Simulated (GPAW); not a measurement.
# Au (Fm-3m) in GPAW: notebook, part 2 of 2

GPAW 26.7.0. The steps go on from the part before.

### Step 3. Equation of state, PBE

Input file run.py:

```python
from ase.eos import EquationOfState
from ase.io import Trajectory, read
from ase.units import GPa
from gpaw import GPAW, PW, setup_paths

setup_paths.insert(0, '.')

atoms = read('POSCAR')

traj = Trajectory('eos.traj', 'w')
volumes, energies = [], []
for x in [0.94, 0.96, 0.98, 1.0, 1.02, 1.04, 1.06]:
    a = atoms.copy()
    a.set_cell(atoms.cell * x**(1 / 3), scale_atoms=True)
    calc = GPAW(mode=PW(600),
                xc='PBE',
                kpts={'size': (11, 11, 11), 'gamma': True},
                occupations={'name': 'fermi-dirac', 'width': 0.05},
                setups={'Au': 'jth'},
                nbands=-9,
                convergence={'density': 1e-05, 'energy': 1e-05},
                maxiter=150,
                txt=f'eos-{x:.2f}.txt')
    a.calc = calc
    energies.append(a.get_potential_energy(force_consistent=True))
    volumes.append(a.get_volume())
    p = -a.get_stress()[:3].mean() / GPa
    calc.write(f'eos-{x:.2f}.gpw')
    traj.write(a)
    print(f'{x:.2f} {volumes[-1]:10.4f} A^3 {energies[-1]:14.6f} eV {p:9.3f} GPa', flush=True)

v0, e0, B = EquationOfState(volumes, energies, eos='birchmurnaghan').fit()
print(f'V0 = {v0:.4f} A^3, E0 = {e0:.6f} eV, B0 = {B / GPa:.2f} GPa')
```

Input file POSCAR:

```
Au
1.0
    0.0000000000      2.0350000000      2.0350000000
    2.0350000000      0.0000000000      2.0350000000
    2.0350000000      2.0350000000      0.0000000000
Au
1
Direct
    0.0000000000      0.0000000000      0.0000000000
```

Potentials or basis: JTH PAW 2.0, PBE, pw.

Run with:

```
> OMP_NUM_THREADS=1 python run.py
```

Output:

```text
__  _  _
 | _ |_)|_||  |
 |__||  | ||/\| - 26.7.0

Input parameters:
  mode=PW(ecut=600.0),
  convergence={'density': 1e-05, 'energy': 1e-05},
  kpts=MonkhorstPack(size=(11, 11, 11), gamma=True),
  maxiter=150,
  nbands=-9,
  occupations=Occupations(name='fermi-dirac', width=0.05),
  setups={'Au': 'jth'},
  xc=XC(name='PBE')

Diagonalizing LCAO Hamiltonian
Converting LCAO to pw mode

       Au

Atoms  # Å, Bohr magnetons
|   | symbol |        x |        y |        z |    initial magnetic moments |
|---|--------|----------|----------|----------|-----------------------------|
| 0 |     Au | 0.000000 | 0.000000 | 0.000000 | ( 0.0000,  0.0000,  0.0000) |

Unit cell  # Å
| periodic |        x |        y |        z |  lengths |    angles |
|----------|----------|----------|----------|----------|-----------|
|      yes | 0.000000 | 1.993458 | 1.993458 | 2.819175 | 60.000000 |
|      yes | 1.993458 | 0.000000 | 1.993458 | 2.819175 | 60.000000 |
|      yes | 1.993458 | 1.993458 | 0.000000 | 2.819175 | 60.000000 |

Number of symmetries: 48
Symmetry operations  # r_c * U_cc + t_c -> r_c
|    | kind |            matrix            |
|----|------|------------------------------|
|  0 |  σ   |  1, 0, 0,  1, 0,-1,  1,-1, 0 |
|  1 |  C2  |  1, 0, 0,  1,-1, 0,  1, 0,-1 |
|  2 |  E   |  1, 0, 0,  0, 1, 0,  0, 0, 1 |
|  3 |  σ   |  1, 0, 0,  0, 0, 1,  0, 1, 0 |
|  4 |  C4  |  1, 0,-1,  1, 0, 0,  1,-1, 0 |
|  5 |  S6  |  1, 0,-1,  1,-1, 0,  1, 0, 0 |
|  6 |  σ   |  1, 0,-1,  0, 1,-1,  0, 0,-1 |
|  7 |  C3  |  1, 0,-1,  0, 0,-1,  0, 1,-1 |
|  8 |  S6  |  1,-1, 0,  1, 0, 0,  1, 0,-1 |
|  9 |  C4  |  1,-1, 0,  1, 0,-1,  1, 0, 0 |
| 10 |  C3  |  1,-1, 0,  0,-1, 1,  0,-1, 0 |
| 11 |  σ   |  1,-1, 0,  0,-1, 0,  0,-1, 1 |
| 12 |  σ   |  0, 1, 0,  1, 0, 0,  0, 0, 1 |
| 13 |  C4  |  0, 1, 0,  0, 1,-1, -1, 1, 0 |
| 14 |  C3  |  0, 1, 0,  0, 0, 1,  1, 0, 0 |
| 15 |  S6  |  0, 1, 0, -1, 1, 0,  0, 1,-1 |
| 16 |  C2  |  0, 1,-1,  1, 0,-1,  0, 0,-1 |
| 17 |  σ   |  0, 1,-1,  0, 1, 0, -1, 1, 0 |
| 18 |  S4  |  0, 1,-1,  0, 0,-1,  1, 0,-1 |
| 19 |  C4  |  0, 1,-1, -1, 1, 0,  0, 1, 0 |
| 20 |  C3  |  0, 0, 1,  1, 0, 0,  0, 1, 0 |
| 21 |  σ   |  0, 0, 1,  0, 1, 0,  1, 0, 0 |
| 22 |  S6  |  0, 0, 1,  0,-1, 1, -1, 0, 1 |
| 23 |  C4  |  0, 0, 1, -1, 0, 1,  0,-1, 1 |
| 24 |  S4  |  0, 0,-1,  1, 0,-1,  0, 1,-1 |
| 25 |  C3  |  0, 0,-1,  0, 1,-1,  1, 0,-1 |
| 26 |  C2  |  0, 0,-1,  0,-1, 0, -1, 0, 0 |
| 27 |  S6  |  0, 0,-1, -1, 0, 0,  0,-1, 0 |
| 28 |  S4  |  0,-1, 1,  1,-1, 0,  0,-1, 0 |
| 29 |  C4  |  0,-1, 1,  0, 0, 1, -1, 0, 1 |
| 30 |  C2  |  0,-1, 1,  0,-1, 0,  1,-1, 0 |
[... 74 lines left out ...]
      lmax: 2
    cutoffs:
      filter: 1.33  # [Å]
      core: 2.85  # [Å]
    projectors
    | kind |    occ | energy [eV] | rcut [Å] |
    |------|--------|-------------|----------|
    |   6s |  1.000 |      -5.762 |    1.328 |
    |    s |        |      37.416 |    1.328 |
    |   6p |  0.000 |      -0.770 |    1.328 |
    |    p |        |      61.226 |    1.328 |
    |   5d | 10.000 |      -6.877 |    1.328 |
    |    d |        |      13.606 |    1.328 |

    Using partial waves for Au as LCAO basis

Reference energy: -517339.356871  # eV

eigensolver:
  PPCG
  Converge bands: occupied
  niter=2

density mixing:
  MSR1-Mixer
  Pratt-step length: 0.05
  Maximum mixing coefficient: 0.75
  Old densities: 10
  SVD Regularization: 0.005
  Good broyden scale: 1.0
  Trust region scale: 1.0
  Backstep threshold: 4.0
  History deletion threshold: 6.0
  Fourier metric: weight=20.0, sigma=0.015

occupation numbers:
  Fermi-Dirac:
    width: 0.0500  # eV

poisson solver:
  ecut: 4800.0  # eV

xc functional:
  name: PBE with 2 nearest neighbor stencil

convergence criteria:
- Maximum integral of absolute [dens]ity change: 1e-05 electrons / valence electron
- Maximum [total energy] change in last 3 cyles: 1e-05 eV / valence electron
- Maximum integral of absolute [eigenst]ate change: 4e-08 eV^2 / valence electron
maximum number of iterations: 150

SCF iterations
|iter     | |      energy | eigst |  dens |
|---------|-|-------------|-------|-------|
|iter:   1| |   -2.954937 | +0.13 |       |
|iter:   2| |   -3.042491 | -0.94 | -1.15 |
|iter:   3| |   -3.005793 | -0.77 | -1.17 |
|iter:   4| |   -2.843434 | -1.45 | -1.35 |
|iter:   5| |   -2.837963 | -3.26 | -2.01 |
|iter:   6| |   -2.838060 | -3.80 | -3.08 |
|iter:   7| |   -2.838084 | -5.08 | -3.07 |
|iter:   8| |   -2.838078c| -5.66 | -3.65 |
|iter:   9| |   -2.838078c| -6.97 | -4.70 |
|iter:  10| |   -2.838078c| -7.47c| -5.28c|

Converged in 10 steps
Energy contributions relative to reference atoms: (reference = -517339.356871)

Energy contributions:
  Kinetic:           1.435488
  Coulomb:          -1.256782
  Zero:              0.047243
  External:          0.000000
  Xc:               -3.062900
  Entropy:          -0.002255
  Spinorbit:         0.000000
  ----------------------------
  Free energy:      -2.839206
  Extrapolated:     -2.838078

dipole moment: (-15.616523, -15.616523, -15.616523)  # |e|*Ang

Fermi level: 9.673
Eigenvalues  # (at kpt = [0.000, 0.000, 0.000])
| band index |      eig [eV] | occ [0-2] |
|------------|---------------|-----------|
|          0 |        -0.972 |     2.000 |
|          1 |         4.589 |     2.000 |
|          2 |         4.589 |     2.000 |
|          3 |         4.589 |     2.000 |
|          4 |         6.307 |     2.000 |
|          5 |         6.307 |     2.000 |
|          6 |        24.865 |     0.000 |
|          7 |        29.195 |     0.000 |
|          8 |        29.195 |     0.000 |
|          9 |        29.195 |     0.000 |
|         10 |        33.761 |     0.000 |
|         11 |        38.800 |     0.000 |
|         12 |        38.866 |     0.000 |
|         13 |        41.257 |     0.000 |

No gap
No difference between direct/indirect transitions

Stress tensor  # eV/Ang^3
|         x |         y |         z |
|-----------|-----------|-----------|
| -0.158392 | -0.000000 | -0.000000 |
| -0.000000 | -0.158392 |  0.000000 |
| -0.000000 |  0.000000 | -0.158392 |

# Writing to eos-0.94.gpw (mode='')
```

eos-0.98.txt:

```text
SCF iterations
|iter     | |      energy | eigst |  dens |
|---------|-|-------------|-------|-------|
|iter:   1| |   -3.054726 | +0.08 |       |
|iter:   2| |   -3.126682 | -0.99 | -1.14 |
|iter:   3| |   -3.057437 | -0.79 | -1.16 |
|iter:   4| |   -2.927295 | -1.57 | -1.40 |
|iter:   5| |   -2.922362 | -3.20 | -2.03 |
[... 37 lines left out ...]
|         10 |        32.758 |     0.000 |
|         11 |        37.339 |     0.000 |
|         12 |        39.394 |     0.000 |
|         13 |        39.591 |     0.000 |

No gap
No difference between direct/indirect transitions

Stress tensor  # eV/Ang^3
|         x |         y |         z |
|-----------|-----------|-----------|
| -0.093056 | -0.000000 |  0.000000 |
| -0.000000 | -0.093056 |  0.000000 |
|  0.000000 |  0.000000 | -0.093056 |

# Writing to eos-0.98.gpw (mode='')
```

Wall time 51 s (1 thread of AMD EPYC 9R14 (Zen 4), shared host); peak memory 0.19 GiB.

Results:

```
Equilibrium volume : 17.93 Å³/atom (rough: see the caveat)
Bulk modulus       : 143 GPa (rough)
```

Energy against volume, from the lowest point:
```csv
volume (Å³/atom),energy (meV/atom)
15.843,144.12
16.181,96.54
16.518,60.03
16.855,33.20
17.192,14.93
17.529,4.17
17.866,0.00
```

Caveat: the minimum lies outside the volumes run; the program truncates these outside data sets. Spin-orbit coupling is left out, which matters for the levels of Au.
